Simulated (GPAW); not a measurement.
Runs of GPAW 26.7.0 on CdSe (Cadmoselite). Symmetry: P6_3mc, No. 186, hexagonal system. The conventional cell has a = 4.300 Å, b = 4.300 Å, c = 7.020 Å, α = 90.00°, β = 90.00°, γ = 120.00°. Cd (site symmetry 3m) has 4 Se at 2.61 to 2.70 Å as nearest neighbours. Se (site symmetry 3m) is surrounded by 4 Cd at 2.61 to 2.70 Å. 

```csv
task,level,potentials or basis,spin,cell,optimizer,fmax,max steps,band path,band points,gap on the mesh (eV),pressure (GPa),relaxed volume (Å³/atom),largest force (eV/Å)
relaxation of cell and atoms,r2SCAN+D3(BJ),"GPAW PAW data sets (gpaw-data 1.2.1), pw",off,relaxed,BFGS,0.02 eV/Å,60,-,-,1.13,-0.1,28.39,0.02
relaxation of cell and atoms,r4SCAN,"GPAW PAW data sets (gpaw-data 1.2.1), pw",off,relaxed,BFGS,0.05 eV/Å,40,-,-,1.00,0.0,28.52,0.03
band structure,optPBE-vdW,"GPAW PAW data sets (gpaw-data 1.2.1), pw","SOC, no magnetisation",as given,-,-,-,"GMKGALHA,LM,KH",100,0.57,-,-,0.31
relaxation of cell and atoms,r2SCAN,"GPAW PAW data sets (gpaw-data 1.2.1), pw",off,relaxed,BFGS,0.02 eV/Å,60,-,-,(a),0.0,28.82,0.01
relaxation of cell and atoms,PBEsol,"PAW data sets generated in the run's folder for this functional, pw",off,relaxed,FIRE,0.02 eV/Å,40,-,-,0.55,0.0,(b),0.01
band structure,TASK,"GPAW PAW data sets (gpaw-data 1.2.1), pw","SOC, no magnetisation",as given,-,-,-,"GMKGALHA,LM,KH",100,1.99,6.1,-,0.28
relaxation of cell and atoms,rSCAN,"GPAW PAW data sets (gpaw-data 1.2.1), pw",off,relaxed,LBFGS,0.05 eV/Å,40,-,-,1.06,0.0,28.77,0.01
```

Alike in all rows: k mesh 5 × 5 × 3; cutoff (eV) 600; smearing fermi-dirac 0.05 eV.

Problem. Fill in the values left out.

Solution. (a) 1.09; (b) 28.06.

Caveats: the PAW data sets were made with another functional, which shifts forces and pressure a little (some runs); later steps reuse the first step's grids (some runs); spin-orbit coupling was added after a scalar SCF, so levels and gaps hold it while energy, forces, pressure and moments don't (some runs); this program's spin-orbit splittings come out too wide for heavy elements (some runs).

A k mesh can miss the band edges, and rows without SOC leave out spin-orbit coupling on Cd, Se.

Runs at the PBE level aren't shown here.
